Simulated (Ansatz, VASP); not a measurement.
## SnSe: VASP beside Ansatz

```
Sn Se
1.0
     0.00000    2.95858    2.95858
     2.95858    0.00000    2.95858
     2.95858    2.95858    0.00000
Sn Se
1 1
Direct
  0.00000 0.00000 0.00000
  0.50000 0.50000 0.50000
```

Alike in both runs: task single point; functional PBE; dispersion D3(BJ); k mesh 10 × 10 × 10; occupations gaussian, width 0.02 eV; no spin polarisation.

|  | VASP | Ansatz |
| --- | --- | --- |
| version | VASP 6.6.1 | Ansatz 0.2.0 |
| potentials or method | VASP PAW PBE potentials, release 64 (Sn_d, Se) | scalar-relativistic, plane waves, PAW |
| plane-wave cutoff (eV) | 520 | 420 |
| valence electrons in the cell | 20 | 30 |

```tsv
	VASP	Ansatz	Ansatz less VASP
gap on the k mesh at the Fermi level (eV)	0.50	0.50	+0.001
least direct gap on the mesh (eV)	0.60	0.60	0.000
pressure (GPa)	1.7	1.7	-0.02
```

The two sets of potentials don't hold the same shells in valence.

Caveats: spin-orbit coupling is left out, which moves the levels of the heavy elements.
